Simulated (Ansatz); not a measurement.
# Sn5Ge: competing structures

The calculation used DFT PBE, scalar-relativistic, plane waves, PAW (Ansatz). Settings: cutoff 420 eV, Γ-centred meshes spaced at most about 0.3 Å⁻¹, and about 0.25 Å⁻¹ or finer for metals (2π included), Gaussian smearing. No spin polarisation.

Formation energies are uncorrected and refer to the elements' standard structures at the same level. The references include grey tin.

Temperature and zero-point effects are left out. Larger cells and other orderings weren't all tried, so the list isn't exhaustive. The k mesh leaves some 4 meV/atom of noise in the energy of each metallic cell.

Invented guesses were relaxed alike, and ends that match in structure were merged. ΔE counts from the first row. Coordination counts Sn atoms around Ge (those within 1.25 times the shortest such distance or 1.15 times the sum of covalent radii, 1.27 where that leaves under three; the shortest distance is added where it exceeds 1.18 times the sum of covalent radii). The ends were matched against large subsets of the Crystallography Open Database and the Materials Project, so a missing match doesn't prove that a structure is unreported.

| # | reached from | type and space group | atoms | Å³/atom | coordination | ΔE (meV/atom) | gap on mesh (eV) | in databases |
| --- | --- | --- | --- | --- | --- | --- | --- | --- |
| 1 | Sn and Ge ordered on fcc sites | P4/mmm (No. 123) | 6 | 26.4 | Ge 8 from 3.1 Å | 0 | 0.00 | no match |
| 2 | Sn and Ge ordered on fcc sites | Cmmm (No. 65) | 6 | 26.6 | Ge 12 from 3.3 Å | 12 | 0.00 | no match |
| 3 | Sn and Ge ordered on fcc sites | P-3m1 (No. 164) | 6 | 26.8 | Ge 6 from 3.1 Å | 18 | 0.00 | no match |

The lowest: Space group P4/mmm (No. 123), tetragonal, a = 3.468 Å, c = 13.189 Å. Around Sn on a site of symmetry 4/mmm lie 12 Sn at 3.38–3.47 Å; around Sn on a site of symmetry 4mm lie 12 Sn at 3.38–3.47 Å; around Sn on a second site of symmetry 4mm lie 4 Ge at 3.10 Å, 8 Sn at 3.41–3.47 Å and 1 Sn at 3.80 Å; Ge has 8 Sn at 3.10 Å and 4 Ge at 3.47 Å. Its energy over the elements is +0.10 eV/atom. The separate elements lie lower, so it is unstable against them. An observed structure of this formula, if there is one, may be missing.

```
CELL_PARAMETERS angstrom
3.46759 0.00000 0.00000
0.00000 3.46759 0.00000
0.00000 0.00000 13.18856
ATOMIC_POSITIONS crystal
Sn 0.00000 0.00000 0.00000
Sn 0.50000 0.50000 0.17600
Sn 0.00000 0.00000 0.35575
Sn 0.00000 0.00000 0.64425
Sn 0.50000 0.50000 0.82400
Ge 0.50000 0.50000 0.50000
```

The second: Space group Cmmm (No. 65), orthorhombic, a = 4.789 Å, b = 14.084 Å, c = 4.731 Å. Around Sn on a site of symmetry m2m lie 10 Sn at 3.27–3.48 Å and 2 Ge at 3.29 Å; around Sn on a second site of symmetry m2m lie 2 Ge at 3.28 Å and 10 Sn at 3.31–3.45 Å; Sn on a site of symmetry mmm has 8 Sn at 3.27–3.31 Å and 4 Ge at 3.37 Å; Ge is surrounded by 12 Sn at 3.28–3.37 Å. Counting Sn atoms around Ge, the first has Ge 8 from 3.1 Å and the second has Ge 12 from 3.3 Å. Cells relaxed within their symmetry can be saddle points. Some types were kept out of the candidates beforehand, so the set may lack a known form.
